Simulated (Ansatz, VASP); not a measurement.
Fe: VASP beside Ansatz

```
CELL_PARAMETERS angstrom
-1.44300 1.44300 1.44300
1.44300 -1.44300 1.44300
1.44300 1.44300 -1.44300
ATOMIC_POSITIONS crystal
Fe 0.00000 0.00000 0.00000
```

Alike in both runs: task single point; functional PBE; k mesh 13 × 13 × 13; occupations gaussian, width 0.012 eV; collinear spin, ferromagnetic start.

```csv
,VASP,Ansatz
version,VASP 6.6.1,Ansatz 0.2.0
potentials or method,"VASP PAW PBE potentials, release 64 (Fe)",Ansatz PAW
plane-wave cutoff (eV),520,420
valence electrons in the cell,8,16
```

Ansatz gave:

```
gap on the k mesh at the Fermi level (eV)                     : none
pressure (GPa)                                                : -9.7
net moment per atom (μB)                                      : 2.25
size of the moment on the site where the two differ most (μB) : 2.31
```

Task: What did VASP give for the same quantities?

Result: gap on the k mesh at the Fermi level (eV): none; pressure (GPa): -9.2; net moment per atom (μB): 2.28; size of the moment on the site where the two differ most (μB): 2.29.

Site moments also hang on the region over which each program counts them. A gap of «none» marks a metal or a gap that the smearing closes. The two sets of potentials don't hold the same shells in valence.
